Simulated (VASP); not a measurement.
A run of VASP 6.6.1 is set up as follows.

Contents of INCAR:

```
SYSTEM = CdF2
  PREC = Accurate
  ENCUT = 520
  EDIFF = 1E-7
  ISMEAR = 0
  SIGMA = 0.01
  LREAL = .FALSE.
  LASPH = .TRUE.
  NELM = 100
  ALGO = Normal
  ISIF = 2
  LWAVE = .FALSE.
  LCHARG = .FALSE.
  GGA = PE
  NBANDS = 20
```

Contents of KPOINTS:

```
regular mesh
0
G
  8 8 8
  0 0 0
```

Contents of POSCAR:

```
CdF2
1.0
    0.0000000000      2.6941776812      2.6941776812
    2.6941776812      0.0000000000      2.6941776812
    2.6941776812      2.6941776812      0.0000000000
Cd F
1 2
Direct
    0.0000000000      0.0000000000      0.0000000000
    0.2500000000      0.2500000000      0.2500000000
    0.7500000000      0.7500000000      0.7500000000
```

Potentials or basis: VASP PAW PBE potentials, release 64 (Cd, F).

Run with:

```bash
$ cat potpaw_PBE.64/Cd/POTCAR potpaw_PBE.64/F/POTCAR > POTCAR
$ mpirun -np 1 vasp_std > vasp.out
```

Task: Estimate the band gap on the k mesh.

Result: 3.07 eV, indirect (least direct gap 3.57 eV).

Task: What does it give for the pressure?

Result: 6.2 GPa.

A k mesh can miss the band edges.
